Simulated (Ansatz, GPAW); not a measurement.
# A Ga chain with one Sn atom in line: relaxation, then transmission at several levels, part 3 of 3

Wanted: T(E) of a Ga chain with one Sn atom in line at a relaxed geometry in two programs, beside the unrelaxed structure.

GPAW 26.7.0 and Ansatz 0.2.0; Ansatz plane waves; relaxation of the junction with the lead ends held; PAW set soft_1 (the session's first sound run).

So far, transmission at the Fermi level (one spin): step 3 (plane-wave reference (PBE)) 0.997; step 5 (GPAW, szp: basis = "szp(dzp)", PBE, GPAW) 1.04; step 6 (minimal basis, PBE, GPAW) 1.05; step 7 (revPBE in the dzp basis: xc = "revPBE") 0.990; step 8 (without the relaxation: geometry = "as built", PBE, GPAW) 2.63.

## Step 11: Grid spacing 0.16, SCF mesh 1×1×1, density threshold 1e-06

The real-space grid carries density and potential; a coarse one breaks translation symmetry along the lead and scatters electrons that should pass. The SCF mesh sets the Fermi level of the repeated cell. The Hamiltonian is taken from the last density. The density threshold is one of the tests that end the cycle; the energy must settle too, so a loose value may not be the test that decides.

This step: GPAW LCAO, PAW setups; Landauer transmission from Green's functions with principal layers (ASE), zero bias (GPAW 26.7.0).

Input file run.py:

```python
import json
import numpy as np
from ase import Atoms
from ase.transport.calculators import TransportCalculator
from gpaw import GPAW, FermiDirac
from gpaw.lcao.tools import get_lcao_hamiltonian
from scipy.linalg import eigh

# The junction with lead layers at both ends, along the third cell vector
device = Atoms(
    ['Ga', 'Ga', 'Ga', 'Ga', 'Ga', 'Ga', 'Sn', 'Ga', 'Ga', 'Ga', 'Ga', 'Ga', 'Ga'],
    positions=[
        [4.50000, 4.50000, 1.27500],
        [4.50000, 4.50000, 3.82500],
        [4.50000, 4.50000, 6.37500],
        [4.50000, 4.50000, 8.92500],
        [5.34331, 4.06540, 11.51111],
        [4.51366, 4.44313, 14.10265],
        [5.44562, 4.18570, 16.61273],
        [4.52449, 4.51237, 19.11868],
        [5.39400, 4.32615, 21.74306],
        [4.50000, 4.50000, 24.39800],
        [4.50000, 4.50000, 26.94800],
        [4.50000, 4.50000, 29.49800],
        [4.50000, 4.50000, 32.04800]],
    cell=[[9.0, 0.0, 0.0], [0.0, 9.0, 0.0], [0.0, 0.0, 33.323]],
    pbc=True)

# One principal layer of the lead: the first 3 atoms of the device
lead = Atoms(
    ['Ga', 'Ga', 'Ga'],
    positions=[
        [4.50000, 4.50000, 1.27500],
        [4.50000, 4.50000, 3.82500],
        [4.50000, 4.50000, 6.37500]],
    cell=[[9.0, 0.0, 0.0], [0.0, 9.0, 0.0], [0.0, 0.0, 7.65]],
    pbc=True)

settings = dict(mode='lcao', basis='dzp', xc='PBE', h=0.16,
                occupations=FermiDirac(0.1), maxiter=250,
                mixer=dict(beta=0.1, nmaxold=8, weight=100.0),
                convergence=dict(density=1e-06))
energies = np.arange(-2, 2 + 1e-9, 0.025)
eta = 0.0001
n1, n2 = 1, 1
# k and -k transmit alike, so half of the mesh across the current serves
mesh = [(i, j) for i in range(n1) for j in range(n2) if (i, j) <= (-i % n1, -j % n2)]
weights = np.array([1 if (i, j) == (-i % n1, -j % n2) else 2 for i, j in mesh]) / (n1 * n2)


def ground_state(atoms, size, txt):
    atoms.calc = GPAW(kpts={'size': size, 'gamma': True}, symmetry={'tolerance': 1e-3}, txt=txt, **settings)
    atoms.get_potential_energy()
    return atoms.calc.get_fermi_level()


def blocks(atoms, fermi, points, nz, cells):
    """H - E_F S and S between cell 0 and the cells above it, at each point across the current."""
    kz = np.arange(nz) / nz
    calc = atoms.calc.fixed_density(kpts=[(*k, z) for k in points for z in kz], symmetry='off', txt=None)
    H, S = get_lcao_hamiltonian(calc)
    H = (H - fermi * S).reshape(len(H), len(points), nz, *S.shape[1:])
    S = S.reshape(H.shape[1:])
    phases = [np.exp(-2j * np.pi * kz * R) / nz for R in cells]
    return [(np.einsum('skzij,z->ksij', H, p), np.einsum('kzij,z->kij', S, p)) for p in phases]


def pair(a, b):
    return np.block([[a, b], [b.T.conj(), a]])


def count_channels(h, s, cells, nk=240):
    """Half the number of times that the lead's bands cross each energy, unfolded to its shortest repeat."""
    b = len(h) // cells
    bands = []
    for k in (np.arange(nk + 1) + 0.5) / nk:
        hk, sk = h[:b, :b].copy(), s[:b, :b].copy()
        for R in range(1, cells):
            phase, block = np.exp(2j * np.pi * k * R), slice(R * b, (R + 1) * b)
            hk += h[:b, block] * phase + (h[:b, block] * phase).T.conj()
            sk += s[:b, block] * phase + (s[:b, block] * phase).T.conj()
        w, u = eigh(sk)
        x = u[:, w > 1e-5] / w[w > 1e-5]**0.5  # drop near-dependent combinations
        bands.append(np.r_[eigh(x.T.conj() @ hk @ x, eigvals_only=True), [1e9] * (w <= 1e-5).sum()])
    below = np.array(bands)[:, :, None] < energies
    return (below[1:] != below[:-1]).sum((0, 1)) / 2


fermi_lead = ground_state(lead, (1, 1, 15), 'lead.txt')
fermi_device = ground_state(device, (1, 1, 1), 'device.txt')
T, channels, eigen, tail, misfit, shifts = [], [], [], 0.0, 0.0, []
for first in range(0, len(mesh), 657):
    points = [(i / n1, j / n2) for i, j in mesh[first:first + 657]]
    (H0k, S0k), (H1k, S1k), (H2k, _) = blocks(lead, fermi_lead, points, 5, range(3))
    [(Hk, Sk)] = blocks(device, fermi_device, points, 2, [0])
    tail = max(tail, abs(H2k).max())
    for H0, S0, H1, S1, H, S in zip(H0k, S0k, H1k, S1k, Hk, Sk):
        n = len(S0)
        # Shift the lead onto the potential of the device's first layer
        shift = ((H[:, 0, 0] - H0[:, 0, 0]) / S0[0, 0]).real.mean()
        shifts.append(shift)
        misfit = max(misfit, abs(H[:, :n, :n] - H0 - shift * S0).max())
        Tk, Ck, Ek = [], [], []
        for s in range(len(H)):
            t = s % len(H0)  # a lead without moments serves both spins
            h1, s1 = pair(H0[t] + shift * S0, H1[t] + shift * S1), pair(S0, S1)
            leads = dict(h1=h1, s1=s1, energies=energies, eta=eta, eta1=eta, eta2=eta)
            calc = TransportCalculator(h=H[s], s=S, eigenchannels=3, **leads)
            Tk.append(calc.get_transmission())
            Ek.append(np.sort(calc.eigenchannels_ne, axis=0)[::-1])
            Ck.append(count_channels(h1, s1, 6))
        T.append(Tk)
        channels.append(Ck)
        eigen.append(Ek)
T, channels = np.array(T), np.array(channels)
mean, open_channels = np.einsum('kse,k->se', T, weights), np.einsum('kse,k->se', channels, weights)

print(f'basis functions: device {len(S)}, principal layer {n}')
print(f'Fermi level: lead {fermi_lead:.4f} eV, device {fermi_device:.4f} eV; lead shifted by {np.mean(shifts):.4f} eV')
print(f'largest coupling past the next layer {tail:.2e} eV, largest misfit of the first layer {misfit:.3f} eV')
print('  E-E_F (eV)   ' + 'T (one spin)  channels')
for e, t, c in zip(energies, mean.T, open_channels.T):
    print(f'{e:10.3f}  ', *[f'{x:11.4e}' for x in t], *[f'{x:9.4f}' for x in c])

kT = 8.617333e-5 * 300
fine = np.linspace(energies[0], energies[-1], 4001)
both = np.exp(np.interp(fine, energies, np.log(np.maximum(mean.sum(0) * 2 / len(mean), 1e-30))))
fermi = lambda mu: 1 / (1 + np.exp(np.clip((fine - mu) / kT, -200, 200)))
slope = fermi(0) * (1 - fermi(0)) / kT
G = np.trapezoid(both * slope, fine) / 2
seebeck = -np.trapezoid(both * slope * fine, fine) / (2 * G * 300) * 1e6
print(f'conductance at 300 K: {G:.5g} G0 a cell; thermopower {seebeck:.4g} uV/K')
bias = [0.1, 0.2, 0.5, 1.0, 1.5, 2.0]
current = [38.74 * np.trapezoid(both * (fermi(V / 2) - fermi(-V / 2)), fine) for V in bias]
for V, I in zip(bias, current):
    print(f'current from the zero-bias T(E) at {V} V: {I:.5g} uA')
zero = abs(energies).argmin()
json.dump(dict(energies=energies.tolist(), T=mean.tolist(), channels=open_channels.tolist(), G=G, seebeck=seebeck,
               bias=bias, current=current, tail=tail, misfit=misfit, shift=np.mean(shifts), n_device=len(S), n_lead=n,
               fermi=[fermi_lead, fermi_device], energy=device.get_potential_energy(),
               moments=device.get_magnetic_moments().tolist(), mesh=mesh, weights=weights.tolist(),
               T_k=T[:, :, zero].tolist(), eigen=np.array(eigen[0]).tolist()), open('result.json', 'w'))
```

On the command line:

```console
OMP_NUM_THREADS=1 OPENBLAS_NUM_THREADS=1 python run.py
```

Run time: 3.2 min. Hardware: 1 thread of Intel Xeon Platinum 8488C (Sapphire Rapids), shared host; peak memory 2.1 GiB.

The run finished with changed settings (h = 0.16, scf_mesh = [1, 1, 1] and conv = 1e-06); it serves as a test.

The two runs compared:

```csv
quantity,this run,sound run,difference
conductance (G₀),1.0195,1.0202,-6.7e-4
largest coupling past the next principal layer (eV),6.029e-5,6.030e-5,-1.4e-8
largest misfit of the first principal layer (eV),0.036531,0.036239,2.9e-4
shift that aligns the lead (eV),-0.0023486,-0.010370,0.00802
transmission at the Fermi level (one spin),1.0141,1.0156,-0.00149
```

## Step 12: Results

| Quantity | Value |
| --- | --- |
| conductance | 1.02 G₀ |
| transmission at the Fermi level, mean of the spins | 1.02 |
| thermopower | about 0 (under 1.5 μV/K) |

In words: In the dzp basis the junction conducts 1.02 G₀ at 300 K, with T = 1.02 a spin at the Fermi level; the sz basis reaches that conductance within 10 %. Relaxation moved atoms by up to 1.00 Å and took the conductance from 2.61 to 1.02 G₀, as a ratio a larger change than the step from dzp to the minimal basis. Plane waves (PBE) give T = 0.997 there. At the Fermi level the three most open eigenchannels pass 0.62, 0.35 and 0.037. Measured against the first run (pw-pbe), the nearest curve is that of dzp (r.m.s. 0.019) and the farthest that of asbuilt (0.80). Over the compared runs wall time goes from 52 s (sz) to 85 s (dzp), on a shared host; the plane-wave run used 4 threads and the orbital runs 1. The leads kept an estimated spacing and the cell its length, so the junction may be under some tension or compression. Spin-orbit coupling is left out, which matters for the heavy atoms here. An evenly spaced straight chain is an idealisation: free chains tend to dimerise, zigzag or, where a band edge lies near the Fermi level, turn magnetic. The currents use the zero-bias T(E) throughout, which holds only while the bias is small against the distance to the nearest feature.

[Logs are printed without paths, hosts, clocks, repeated set-up lines and the standing remarks that a program may print on its own settings, such as how far it seeks lower states.]

[Hosts, paths, dates, database ids (printed as entryN), source tags and the programs' standing remarks are cut or masked in the printed files.]
